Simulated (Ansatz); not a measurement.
Crystal: InSe.

```
CELL_PARAMETERS angstrom
4.04733 0.00000 0.00000
-2.02366 3.50509 0.00000
0.00000 0.00000 18.05206
ATOMIC_POSITIONS crystal
In 0.33333 0.66667 0.07739
In 0.33333 0.66667 0.92261
In 0.00000 0.00000 0.42261
In 0.00000 0.00000 0.57739
Se 0.33333 0.66667 0.35298
Se 0.33333 0.66667 0.64702
Se 0.66667 0.33333 0.14700
Se 0.66667 0.33333 0.85300
```

Measurements of this composition are mostly on another form, of space group No. 160.

Base run:

```yaml
Program: Ansatz 0.2.0
Functional: PBEsol
Potentials_or_basis: Ansatz PAW
Cutoff: "420 eV (not typed: the program's choice for these potentials)"
k_mesh: 8 × 8 × 2
Occupations: fermi-dirac, width 0.05 eV
Spin: no spin polarisation
```

Its results: band gap on the k mesh 0.64 eV, direct; pressure -0.8 GPa; largest force 0.061 eV/Å.

Problem. After a change of settings the same cell gave: band gap on the k mesh 0.50 eV, direct; pressure -2.3 GPa; largest force 0.153 eV/Å. Which change was it?
A. functional from PBEsol to r2SCAN; cutoff from 420 eV (not typed: the program's choice for these potentials) to 500 eV (not typed: the program's choice for these potentials)
B. functional from PBEsol to PBE; k mesh from 8 × 8 × 2 to 6 × 6 × 2
C. functional from PBEsol to PBE; occupations from fermi-dirac, width 0.05 eV to gaussian, width 0.011 eV
D. functional from PBEsol to LDA

Solution. D.

LDA binds more tightly than PBEsol, so the same cell stands under less pressure.

Caveats: spin-orbit coupling is left out, which moves the levels of the heavy elements; the PAW data sets come from PBE, with cores solved anew for the run's functional, which leaves a small shift of forces and pressure; this functional lacks dispersion, which binds the layers, so the pressure and a relaxed spacing across them are unreliable (some runs).
